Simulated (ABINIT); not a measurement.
Crystal: Zn.

```xyz
2
Lattice="2.6700 0.0000 0.0000 -1.3350 2.3123 0.0000 0.0000 0.0000 4.9660" Properties=species:S:1:pos:R:3 pbc="T T T"
Zn    1.3350    0.7708    3.7245
Zn    0.0000    1.5415    1.2415
```

* Program: ABINIT 10.8.3 (patched build)
* Task: relaxation of cell and atoms
* Functional: r2SCAN
* Potentials or basis: JTH PAW PBE v2.0
* Cutoff: 707 eV
* k mesh: 7 × 7 × 4
* Occupations: fermi-dirac, width 0.05 eV
* Spin: no spin polarisation

At the start: pressure -5.1 GPa; volume 15.33 Å³/atom.

Task: Where does the relaxation end?

Result: Over 6 steps the energy falls by 16.9 meV/atom and the volume is 14.41 Å³/atom (-6.0 %); space group P6_3/mmc (No. 194, to 0.05 Å).

The path:
```
step  energy change (eV)  largest force (eV/Å)  pressure (GPa)  volume (Å³)
   1              0.0000                0.0000           -5.14        30.66
   2             -0.0149                0.0000           -3.95        30.18
   3             -0.0335                0.0000            0.35        28.73
   4             -0.0337                0.0000           -0.13        28.86
   5             -0.0337                0.0000           -0.07        28.85
   6             -0.0338                0.0000           -0.06        28.82
```

Final structure:
```cif
data_structure
_symmetry_space_group_name_H-M 'P 1'
_symmetry_Int_Tables_number 1
_cell_length_a 2.6072
_cell_length_b 2.6072
_cell_length_c 4.8953
_cell_angle_alpha 90.000
_cell_angle_beta 90.000
_cell_angle_gamma 120.000
_cell_volume 28.82
loop_
_atom_site_label
_atom_site_type_symbol
_atom_site_fract_x
_atom_site_fract_y
_atom_site_fract_z
_atom_site_occupancy
Zn1 Zn 0.66667 0.33333 0.75000 1
Zn2 Zn 0.33333 0.66667 0.25000 1
```

Caveat: the k mesh is coarse (spacing up to 0.39 Å⁻¹), so the values aren't converged; the PAW data sets were made with another functional, which shifts forces and pressure a little.
